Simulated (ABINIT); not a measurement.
Crystal: CsSnBr3.

```xyz
5
Lattice="5.8390 0.0000 0.0000 0.0000 5.8390 0.0000 0.0000 0.0000 5.8390" Properties=species:S:1:pos:R:3 pbc="T T T"
Cs    0.0000    0.0000    0.0000
Sn    2.9195    2.9195    2.9195
Br    0.0000    2.9195    2.9195
Br    2.9195    2.9195    0.0000
Br    2.9195    0.0000    2.9195
```

The cell is a database's computed one.

Program: ABINIT 10.8.3 (patched build). Alike in all runs: potentials or basis JTH PAW PBE v2.0; no spin polarisation; cell as given; cutoff (eV) 544; smearing fermi-dirac 0.05 eV. Hardware: 1 thread of Arm Neoverse V1, with other jobs on the host.

Problem. Order these runs on this cell by their wall time, lowest first.
A. task band structure; level revPBE; k mesh 5 × 5 × 5
B. task single point; level PBEsol; k mesh 3 × 3 × 3
C. task single point; level PBE; k mesh 6 × 6 × 6

Solution. B (42 s), C (130 s), A (310 s).
